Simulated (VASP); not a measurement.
# BaF2 (Frankdicksonite) (Fm-3m) in VASP: a series of runs, part 3 of 3

VASP 6.6.1.

### Step 5. Dielectric tensor, PBE

This run uses another cell than the first one, of 20.64 Å³/atom, 1.098 times its volume.

File INCAR:

```
PREC = Accurate
ENCUT = 600
EDIFF = 1E-8
ISMEAR = 0
SIGMA = 0.03
LREAL = F
LASPH = T
NELM = 80
ALGO = Fast
ISIF = 2
LWAVE = F
LCHARG = F
GGA = PE
LEPSILON = T
KPAR = 2
```

File KPOINTS:

```
regular mesh
0
Monkhorst-Pack
  12 12 12
```

File POSCAR:

```
BaF2                                    
1.0
    0.0000000000      3.1397754561      3.1397754561
    3.1397754561     -0.0000000000      3.1397754561
    3.1397754561      3.1397754561      0.0000000000
  Ba              F             
     1     2
Direct
     0.0000000000000000    1.0000000000000000    1.0000000000000000
     0.2500000000000000    0.2500000000000000    0.2500000000000000
     0.7500000000000000    0.7500000000000000    0.7500000000000000
```

Potentials or basis: VASP PAW PBE potentials, release 64 (Ba_sv, F).

Started as:

```
$ cat potpaw_PBE.64/Ba_sv/POTCAR potpaw_PBE.64/F/POTCAR > POTCAR
$ mpirun -np 2 vasp_std > vasp.out
```

OUTCAR:

```text
PREC = Accurate
   ENCUT = 600
   EDIFF = 1E-8
   ISMEAR = 0
   LREAL = F
   LASPH = T
   NELM = 80
   ISIF = 2
   GGA = PE
   LEPSILON = T

 ion  position               nearest neighbor table
   1  0.000  0.000  0.000-   3 2.72   3 2.72   2 2.72   2 2.72   3 2.72   2 2.72   3 2.72   2 2.72

   2  0.250  0.250  0.250-   1 2.72   1 2.72   1 2.72   1 2.72
   3  0.750  0.750  0.750-   1 2.72   1 2.72   1 2.72   1 2.72

  LATTYP: Found a face centered cubic cell.
 ALAT       =     6.2795509122

  Lattice vectors:

 A1 = (   0.0000000000,   3.1397754561,   3.1397754561)
 A2 = (   3.1397754561,   0.0000000000,   3.1397754561)
 A3 = (   3.1397754561,   3.1397754561,   0.0000000000)

Analysis of symmetry for initial positions (statically):
=====================================================================
 Subroutine PRICEL returns:
 Original cell was already a primitive cell.

 Routine SETGRP: Setting up the symmetry group for a
 face centered cubic supercell.

 Subroutine GETGRP returns: Found 48 space group operations
 (whereof 48 operations were pure point group operations)
 out of a pool of 48 trial point group operations.

The static configuration has the point symmetry O_h .

Analysis of symmetry for dynamics (positions and initial velocities):
=====================================================================
 Subroutine PRICEL returns:
 Original cell was already a primitive cell.

 Routine SETGRP: Setting up the symmetry group for a
 face centered cubic supercell.

 Subroutine GETGRP returns: Found 48 space group operations
 (whereof 48 operations were pure point group operations)
 out of a pool of 48 trial point group operations.

The dynamic configuration has the point symmetry O_h .

 Subroutine INISYM returns: Found 48 space group operations
[... 640 lines left out ...]
           2.468868     0.000000     0.000000
          -0.000000     2.468868     0.000000
          -0.000000    -0.000000     2.468868
 ------------------------------------------------------

 Free energy of the ion-electron system (eV)
  ---------------------------------------------------
  ---------------------------------------------------
  free energy    TOTEN  =        -0.24696138 eV

  energy without entropy =       -0.24696138

------------------------ aborting loop because EDIFF is reached ----------------------------------------

--------------------------------------- Ionic step        2  -------------------------------------------

------------------------ aborting loop because EDIFF is reached ----------------------------------------

--------------------------------------- Ionic step        3  -------------------------------------------

 Free energy of the ion-electron system (eV)
  ---------------------------------------------------
  ---------------------------------------------------
  free energy    TOTEN  =        -0.24696136 eV

  energy without entropy =       -0.24696136

------------------------ aborting loop because EDIFF is reached ----------------------------------------

 PIEZOELECTRIC TENSOR FIELD DIRECTION 3  (e Angst)
 -----------------------------------------------------------------------------
     0.00014  0.00000  0.00000           (  0.00000  0.00000  0.00000)
    -0.00000  0.00014 -0.00000           (  0.00000  0.00000 -0.00000)
     0.00000 -0.00000 -0.00000           (  0.00000 -0.00000 -0.00000)

 PIEZOELECTRIC TENSOR FIELD DIRECTION 3  (C/m^2)
 -----------------------------------------------------------------------------
     0.00004  0.00000  0.00000
    -0.00000  0.00004 -0.00000
     0.00000 -0.00000 -0.00000

 MACROSCOPIC STATIC DIELECTRIC TENSOR (including local field effects in DFT)
 ------------------------------------------------------
           2.317566     0.000000    -0.000000
          -0.000000     2.317566    -0.000000
          -0.000000     0.000000     2.317566
 ------------------------------------------------------

 PIEZOELECTRIC TENSOR (including local field effects)  for field in x, y, z        (e  Angst)
          XX          YY          ZZ          XY          YZ          ZX
  --------------------------------------------------------------------------------
  x     0.00000     0.00000     0.00000     0.00000     0.00000     0.00000
  y     0.00000     0.00000     0.00000     0.00000     0.00000     0.00000
  z     0.00000     0.00000     0.00000     0.00000     0.00000     0.00000

 PIEZOELECTRIC TENSOR (including local field effects)  for field in x, y, z        (C/m^2)
          XX          YY          ZZ          XY          YZ          ZX
  --------------------------------------------------------------------------------
  x     0.00000     0.00000     0.00000     0.00000     0.00000     0.00000
  y     0.00000     0.00000     0.00000     0.00000     0.00000     0.00000
  z     0.00000     0.00000     0.00000     0.00000     0.00000     0.00000

 BORN EFFECTIVE CHARGES (including local field effects) (in |e|, cummulative output)
 ---------------------------------------------------------------------------------
 ion    1
    1     2.55744     0.00000     0.00000
    2     0.00000     2.55744     0.00000
    3     0.00000     0.00000     2.55744
 ion    2
    1    -1.27872     0.00000     0.00000
    2     0.00000    -1.27872     0.00000
    3     0.00000     0.00000    -1.27872
 ion    3
    1    -1.27872     0.00000     0.00000
    2     0.00000    -1.27872     0.00000
    3     0.00000     0.00000    -1.27872
```

Run time: 27 min. Hardware: 2 MPI ranks of Intel Xeon Platinum 8488C (Sapphire Rapids), shared host; peak memory 1.3 GiB.

What came out:

```
Electronic dielectric tensor (diagonal) : 2.32
Born charges (mean of the diagonal)     : Ba +2.56; F -1.28 e
```

Electronic dielectric tensor:
```
2.32 0.00 0.00
0.00 2.32 0.00
0.00 0.00 2.32
```

Born effective charge tensors (e):
atom 1, Ba
```
2.56 0.00 0.00
0.00 2.56 0.00
0.00 0.00 2.56
```
atom 2, F
```
-1.28  0.00  0.00
 0.00 -1.28  0.00
 0.00  0.00 -1.28
```
atom 3, F
```
-1.28  0.00  0.00
 0.00 -1.28  0.00
 0.00  0.00 -1.28
```

The run has no spin-orbit coupling, so splittings on Ba are missing.
